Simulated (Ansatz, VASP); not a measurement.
# One calculation of C, two programs

```xyz
2
Lattice="0.0000 1.7593 1.7593 1.7593 0.0000 1.7593 1.7593 1.7593 0.0000" Properties=species:S:1:pos:R:3 pbc="T T T"
C     2.6389    2.6389    2.6389
C     1.7593    1.7593    1.7593
```

This isn't the form of C at room conditions, which is graphite.

Alike in both runs: task single point; functional PBE; k mesh 13 × 13 × 13; occupations fermi-dirac, width 0.05 eV; no spin polarisation.

```csv
,VASP,Ansatz
version,VASP 6.6.1,Ansatz 0.2.0
potentials or method,"VASP PAW PBE potentials, release 64 (C)",Ansatz PAW soft_1
plane-wave cutoff (eV),520,420
valence electrons in the cell,8,8
```

|  | VASP | Ansatz | Ansatz less VASP |
| --- | --- | --- | --- |
| gap on the k mesh at the Fermi level (eV) | 4.23 | 4.24 | +0.009 |
| least direct gap on the mesh (eV) | 5.70 | 5.71 | +0.003 |
| pressure (GPa) | 22.0 | 21.1 | -0.85 |

Caveats: so large a pressure means that the cell lies far from this level's equilibrium, or that cutoff or potentials fall short (VASP); an odd mesh through Γ misses points on the zone boundary, where band edges often lie (VASP); odd divisions of the mesh miss points on the zone boundary, where band edges often lie, so the gap on the mesh can be too wide (Ansatz); the pressure holds a Pulay correction of +0.6 GPa for the finite cutoff (Ansatz).
